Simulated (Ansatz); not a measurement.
# Al2Ru: a hydrostatic pressure series

Aim: relax Al2Ru at pressures from -3 to 60 GPa within the symmetry of the start, and follow volume, cell shape and gap.

Method: DFT PBEsol, scalar-relativistic, plane waves, PAW, in Ansatz 0.2.0.

2 further runs of the same task are left out: 2 set aside as unsound or not needed.

### 1 Starting point

Symmetry: Fddd, No. 70, orthorhombic system. Conventional cell: a = 4.701 Å, b = 7.975 Å, c = 8.770 Å, α = 90.00°, β = 90.00°, γ = 90.00°. Around Al (site symmetry 2) lie 5 Ru at 2.57 to 2.72 Å and 5 Al at 2.59 to 2.73 Å. Ru (site symmetry 222) is surrounded by 10 Al at 2.57 to 2.72 Å.

As a file:

```
Al Ru
1.0
     0.00000    3.98765    4.38508
     2.35057    0.00000    4.38508
     2.35057    3.98765    0.00000
Al Ru
4 2
Direct
  0.07895 0.42105 0.07895
  0.42105 0.07895 0.42105
  0.17105 0.82895 0.17105
  0.82895 0.17105 0.82895
  0.75000 0.75000 0.75000
  0.50000 0.50000 0.50000
```

It goes back to an entry of the Materials Project, which need not be the stable form.

This cell was relaxed beforehand with the same method: volume 13.70 Å³/atom, gap on the mesh 0.08 eV.

### 2 Target pressure -3 GPa

Contents of input.yaml:

```yaml
crystal:
  lattice:
    - [0.0, 4.0254887685, 4.4266914953]
    - [2.3728747831, 0.0, 4.4266914953]
    - [2.3728747831, 4.0254887685, 0.0]
  atoms:
    - { symbol: Al, position: [0.0789481736, 0.4210518264, 0.0789481736] }
    - { symbol: Al, position: [0.4210518264, 0.0789481736, 0.4210518264] }
    - { symbol: Al, position: [0.1710518264, 0.8289481736, 0.1710518264] }
    - { symbol: Al, position: [0.8289481736, 0.1710518264, 0.8289481736] }
    - { symbol: Ru, position: [0.75, 0.75, 0.75] }
    - { symbol: Ru, position: [0.5, 0.5, 0.5] }
basis:
  ecutwfc: 420
kpoints:
  mp_grid: { grid: [10, 10, 10] }
hamiltonian:
  xc: pbesol
scf:
  occupations: { method: gaussian, width: 0.01 }
output:
  forces: true
  stress: true
  eigenvalues: true
relax:
  adjacent_minimum: "off"
  f_tol: 0.008
  max_steps: 50
  cell: { stress_tol: 0.08, p_target: -3.0 }
```

Launch:

```
ansatz run input.yaml --threads 1 --pin off --max-ram 2560MiB --backend cpu --events-out ev --progress --plain --runs-dir out
```

The session goes on with these runs: the gap over the whole zone at -3 GPa; 3 GPa; the gap over the whole zone at 3 GPa; relaxing at 8 GPa; seeking the band edges at 8 GPa; 15 GPa; seeking the band edges at 15 GPa; 30 GPa; band edges over the zone at 30 GPa; target pressure 60 GPa; seeking the band edges at 60 GPa.

What does the calculation give? Wanted: bulk modulus B0; B0'.

The runs gave:

| quantity | value |
| --- | --- |
| volume at 60 GPa | 11.08 Å³/atom, V/V0 = 0.809 |
| bulk modulus B0 (third-order Birch-Murnaghan) | 180 GPa |
| B0' | 4.2 |
| gap at 0 and 60 GPa | 0.08 eV; 0.14 eV |

In words: Up to 60 GPa the volume falls by 19.1 %. A third-order Birch-Murnaghan curve fits the points with B0 = 180 GPa. The cell gives way unevenly: a -6.9 %, b -6.3 %, c -7.4 %. The gap goes from 0.08 eV at zero pressure to 0.14 eV at 60 GPa. Other structures may take over in this range; these runs cannot find them.
